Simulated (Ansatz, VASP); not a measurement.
# C in VASP and in Ansatz

```
C
1.0
     2.44913    0.00000    0.00000
    -1.22456    2.12101    0.00000
     0.00000    0.00000    6.63077
C
4
Direct
  0.00000 0.00000 0.99558
  0.00000 0.00000 0.49558
  0.33333 0.66667 0.00942
  0.66667 0.33333 0.50942
```

Alike in both runs: task single point; functional PBEsol; k mesh 21 × 21 × 6; occupations gaussian, width 0.1 eV; no spin polarisation.

|  | VASP | Ansatz |
| --- | --- | --- |
| version | VASP 6.6.1 | Ansatz 0.2.0 |
| potentials or method | VASP PAW PBE potentials, release 64 (C) | scalar-relativistic, plane waves, PAW |
| plane-wave cutoff (eV) | 520 | 420 |
| valence electrons in the cell | 16 | 16 |

|  | VASP | Ansatz | Ansatz less VASP |
| --- | --- | --- | --- |
| gap on the k mesh at the Fermi level (eV) | none | none | - |
| pressure (GPa) | 4.0 | 3.3 | -0.71 |
| largest component of the traceless stress (GPa) | 3.70 | 2.94 | -0.758 |
| rms of the force components (eV/Å) | 0.885 | 0.889 | +0.0040 |

Atom by atom the forces differ by 0.004 eV/Å (rms over components). A gap of «none» marks a metal or a gap that the smearing closes.

Caveats: the PAW data sets were made with another functional, which shifts forces and pressure a little (VASP); this functional lacks dispersion, which binds the layers, so the pressure and a relaxed spacing across them are unreliable.
